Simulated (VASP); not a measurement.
From VASP inputs to Ansatz: PbS (strained rocksalt)

INCAR

```
NSW = 0
NBANDS = 17
EDIFF = 1E-7
PREC = Accurate
LWAVE = .FALSE.
LCHARG = .FALSE.
LREAL = .FALSE.
ISIF = 2
GGA = PE
ENCUT = 520
ISMEAR = -1
NELM = 120
SIGMA = 0.02
LASPH = .TRUE.
IBRION = -1
```

KPOINTS

```
KPOINTS created by Atomic Simulation Environment
0
Gamma
8 8 8
0 0 0
```

KPOINTS_OPT

```
special points
7
Reciprocal
0.0000000000 0.0000000000 0.0000000000 1
0.5000000000 0.0000000000 0.5000000000 1
0.6250000000 0.2500000000 0.6250000000 1
0.3750000000 0.3750000000 0.7500000000 1
0.5000000000 0.5000000000 0.5000000000 1
0.5000000000 0.2500000000 0.7500000000 1
0.0000000000 0.0000000000 0.5000000000 1
```

POSCAR

```
Pb S
 1.0000000000000000
    -0.1228370319000000    2.9540126245999998    2.9540126245999998
     2.9540126245999998   -0.1228370319000000    2.9540126245999998
     2.9540126245999998    2.9540126245999998   -0.1228370319000000
 Pb  S
   1   1
Cartesian
  0.0000000000000000  0.0000000000000000  0.0000000000000000
  2.8925941086500000  2.8925941086500000  2.8925941086500000
```

VASP ran with the recommended PBE PAW datasets (20 valence electrons in the cell).

Task: Translate these files to an Ansatz input.

Result: 

```yaml
crystal:
  lattice:
    - [-0.1228370319, 2.9540126246, 2.9540126246]
    - [2.9540126246, -0.1228370319, 2.9540126246]
    - [2.9540126246, 2.9540126246, -0.1228370319]
  atoms:
    - { symbol: Pb, position: [0.0, 0.0, 0.0] }
    - { symbol: S, position: [0.5, 0.5, 0.5] }
kpoints:
  mp_grid: { grid: [8, 8, 8] }
  band_path:
    path:
      - [0.0, 0.0, 0.0]
      - [0.5, 0.0, 0.5]
      - [0.625, 0.25, 0.625]
      - [0.375, 0.375, 0.75]
      - [0.5, 0.5, 0.5]
      - [0.5, 0.25, 0.75]
      - [0.0, 0.0, 0.5]
    npoints: 1
hamiltonian:
  xc: pbe
scf:
  occupations: { method: fermi_dirac, width: 0.02 }
  n_extra_bands: 4
output:
  forces: true
  stress: true
  eigenvalues: true
  write_density: true
  write_potential: true
  elf: true
  volumetric_format: npy
```

Other inputs would serve too.

```csv
,VASP,Ansatz
gap between bands v and c,0.17 eV,0.17 eV
least direct gap,0.48 eV,0.47 eV
pressure,-0.7 GPa,-0.6 GPa
```

Each program uses its own PAW datasets. VASP's cell holds 20 valence electrons and Ansatz's 20. Ansatz's stress includes a Pulay correction; VASP's doesn't.
